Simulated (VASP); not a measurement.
A run of VASP 6.6.1:

POSCAR

```
TaN
1.0
    2.9380011100      0.0000000000      0.0000000000
   -1.4690005500      2.5443836000      0.0000000000
    0.0000000000      0.0000000000      2.8830022100
Ta N
1 1
Direct
    0.3333333333      0.6666666667      0.5000000000
    0.0000000000      0.0000000000      0.0000000000
```

Contents of INCAR.step1:

```
PREC     = Accurate       # precision mode
ENCUT    = 520            # plane-wave cutoff, eV
EDIFF    = 1E-5           # SCF threshold, eV
ISMEAR   = -1             # smearing method
SIGMA    = 0.05           # smearing width, eV
LREAL    = False          # projectors in reciprocal space
LASPH    = True           # aspherical terms in the spheres
NELM     = 80             # most SCF steps
ALGO     = Normal         # electronic algorithm
ISIF     = 2              # what is computed and relaxed
LWAVE    = True           # write WAVECAR
LCHARG   = False          # write CHGCAR
NBANDS   = 15             # bands
GGA      = PE             # functional
```

File INCAR.step2:

```
PREC     = Accurate       # precision mode
ENCUT    = 520            # plane-wave cutoff, eV
EDIFF    = 1E-6           # SCF threshold, eV
ISMEAR   = -1             # smearing method
SIGMA    = 0.05           # smearing width, eV
LREAL    = False          # projectors in reciprocal space
LASPH    = True           # aspherical terms in the spheres
NELM     = 80             # most SCF steps
ALGO     = Normal         # electronic algorithm
ISIF     = 2              # what is computed and relaxed
LWAVE    = False          # write WAVECAR
LCHARG   = False          # write CHGCAR
GGA      = PE             # functional
LHFCALC  = True           # exact exchange
AEXX     = 0.15           # exact-exchange fraction
PRECFOCK = Fast         
HFRCUT   = -1           
NBANDS   = 15             # bands
ISTART   = 1
```

File KPOINTS:

```
Automatic mesh
0
Gamma
  5 5 5
```

Potentials or basis: VASP PAW PBE potentials, release 64 (Ta_pv, N).

Launch:

```sh
$ cat potpaw_PBE.64/Ta_pv/POTCAR potpaw_PBE.64/N/POTCAR > POTCAR
$ cp INCAR.step1 INCAR
$ mpirun -np 1 vasp_std > vasp.out
$ cp INCAR.step2 INCAR
$ mpirun -np 1 vasp_std > vasp.out
```

Hardware: 1 thread of Intel(R) Xeon(R) Platinum 8488C (Sapphire Rapids) (shared host).

Problem. Estimate the wall time of this run.

Solution. Run time: 3.5 min on 1 thread of Intel(R) Xeon(R) Platinum 8488C (Sapphire Rapids) (shared host), peak memory 0.14 GiB. Counts: scf iterations 8, k points 15.
